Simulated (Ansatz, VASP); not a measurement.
# Pb: VASP beside Ansatz

The input INCAR:

```
SYSTEM = Pb
PREC = Accurate
ENCUT = 520
EDIFF = 1E-6
ISMEAR = -1
SIGMA = 0.3
LREAL = .FALSE.
LASPH = .TRUE.
NELM = 100
ALGO = Normal
ISIF = 2
LWAVE = .FALSE.
LCHARG = .FALSE.
GGA = PE
NBANDS = 13
```

The input KPOINTS:

```
Automatic mesh
0
G
  11 11 11
  0 0 0
```

POSCAR

```
Pb
1.0
    0.0000000000      2.5175937382      2.5175937382
    2.5175937382      0.0000000000      2.5175937382
    2.5175937382      2.5175937382      0.0000000000
Pb
1
Direct
    0.0000000000      0.0000000000      0.0000000000
```

Input for Ansatz:

```yaml
crystal:
  lattice:
    - [0.0, 2.5175937382, 2.5175937382]
    - [2.5175937382, 0.0, 2.5175937382]
    - [2.5175937382, 2.5175937382, 0.0]
  atoms:
    - { symbol: Pb, position: [0.0, 0.0, 0.0] }
hamiltonian:
  xc: pbe
  pseudopotentials:
    kind: paw
    azcp:
      Pb: "pseudopotentials/Pb.paw.azcp"
basis:
  ecutwfc: 420
  fft_grid_basis: typed
kpoints:
  mp_grid: { grid: [11, 11, 11], shift: [0, 0, 0] }
magnetization:
  spin_polarized: false
scf:
  occupations: { method: fermi_dirac, width: 0.3 }
  lower_state_search: "off"
output:
  stress: true
  write_density: true
  write_potential: true
  elf: true
  volumetric_format: npy
```

Alike in both runs: task single point; functional PBE; k mesh 11 × 11 × 11; occupations fermi-dirac, width 0.3 eV; no spin polarisation.

|  | VASP | Ansatz |
| --- | --- | --- |
| version | VASP 6.6.1 | Ansatz 0.2.0 |
| potentials or method | VASP PAW PBE potentials, release 64 (Pb_d) | plane waves (420 eV) with PAW, scalar-relativistic |
| plane-wave cutoff (eV) | 520 | 420 |
| valence electrons in the cell | 14 | 14 |

Ansatz gave:

- pressure (GPa): 0.4

Problem. Estimate VASP's values.

Solution. Pressure (GPa): 0.3.

Spin-orbit coupling is left out, which matters for the levels of Pb.
